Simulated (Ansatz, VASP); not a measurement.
# Pb in VASP and in Ansatz

```
Pb
1.0
     0.00000    3.43900    3.43900
     3.43900    0.00000    3.43900
     3.43900    3.43900    0.00000
Pb
2
Direct
  0.25000 0.25000 0.25000
  0.00000 0.00000 0.00000
```

This isn't the form of Pb at room conditions, which is fcc.

Alike in both runs: task single point; functional PBEsol; k mesh 7 × 7 × 7; occupations fermi-dirac, width 0.05 eV; no spin polarisation.

|  | VASP | Ansatz |
| --- | --- | --- |
| version | VASP 6.6.1 | Ansatz 0.2.0 |
| potentials or method | VASP PAW PBE potentials, release 64 (Pb_d) | Ansatz PAW |
| plane-wave cutoff (eV) | 520 | 420 |
| valence electrons in the cell | 28 | 28 |

```tsv
	VASP	Ansatz	Ansatz less VASP
gap on the k mesh at the Fermi level (eV)	none	none	-
pressure (GPa)	0.4	0.5	+0.07
```

A gap of «none» marks a metal or a gap that the smearing closes.

Caveats: the PAW data sets were made with another functional, which shifts forces and pressure a little (VASP); the PAW data sets come from PBE, with cores solved anew for the run's functional, which leaves a small shift of forces and pressure (Ansatz). Spin-orbit coupling is left out, which matters for the levels of Pb.
